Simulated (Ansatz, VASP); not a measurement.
## Two plane-wave programs on Au

```xyz
1
Lattice="0.0000 2.0195 2.0195 2.0195 0.0000 2.0195 2.0195 2.0195 0.0000" Properties=species:S:1:pos:R:3 pbc="T T T"
Au    0.0000    0.0000    0.0000
```

Alike in both runs: task relaxation of cell and atoms; functional PBEsol; k mesh 18 × 18 × 18; occupations gaussian, width 0.1 eV; no spin polarisation.

```csv
,VASP,Ansatz
version,VASP 6.6.1,Ansatz 0.2.0
potentials or method,"VASP PAW PBE potentials, release 64 (Au)","scalar-relativistic, plane waves, PAW"
plane-wave cutoff (eV),600,420
valence electrons in the cell,11,19
```

```csv
,VASP,Ansatz,Ansatz less VASP
"gap on the k mesh at the Fermi level, each at its own relaxed structure (eV)",none,none,-
relaxed volume (Å³/atom),17.00,17.03,+0.023
relaxed cell length with the largest relative difference (Å),2.886,2.888,+0.0013
energy change over the relaxation (meV/atom),-10,-11,-0.8
```

A gap of «none» marks a metal or a gap that the smearing closes. The two sets of potentials don't hold the same shells in valence.

Caveats: the PAW data sets were made with another functional, which shifts forces and pressure a little (VASP). Spin-orbit coupling is left out, which matters for the levels of Au. Zero-point motion and thermal expansion aren't in these numbers.
